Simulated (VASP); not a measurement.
A run of VASP 6.6.1 is set up as follows.

Contents of INCAR:

```
SYSTEM = CuI
ALGO = Normal ; EDIFF = 1E-6
ENCUT = 520 ; ISIF = 2
ISMEAR = -1 ; LASPH = .True.
LCHARG = .False. ; LMIXTAU = .True.
LREAL = .False. ; LWAVE = .False.
METAGGA = R2SCAN ; NBANDS = 16
NELM = 80 ; PREC = Accurate
SIGMA = 0.02
```

Contents of KPOINTS:

```
k-points
0
Gamma
  22 22 22
  0 0 0
```

The input POSCAR:

```
CuI
1.0
    0.0000000000      3.0290000000      3.0290000000
    3.0290000000      0.0000000000      3.0290000000
    3.0290000000      3.0290000000      0.0000000000
Cu I
1 1
Direct
    0.2500000000      0.2500000000      0.2500000000
    0.0000000000      0.0000000000      0.0000000000
```

Potentials or basis: VASP PAW PBE potentials, release 64 (Cu, I).

Run with:

```sh
$ cat potpaw_PBE.64/Cu/POTCAR potpaw_PBE.64/I/POTCAR > POTCAR
$ mpirun -np 1 vasp_std > vasp.out
```

Q: Predict the band gap on the k mesh.

A: 1.62 eV, direct.

Q: Predict the pressure.

A: -0.5 GPa.

Caveat: the PAW data sets were made with another functional, which shifts forces and pressure a little; spin-orbit coupling is left out, which moves the levels of the heavy elements. A k mesh can miss the band edges.
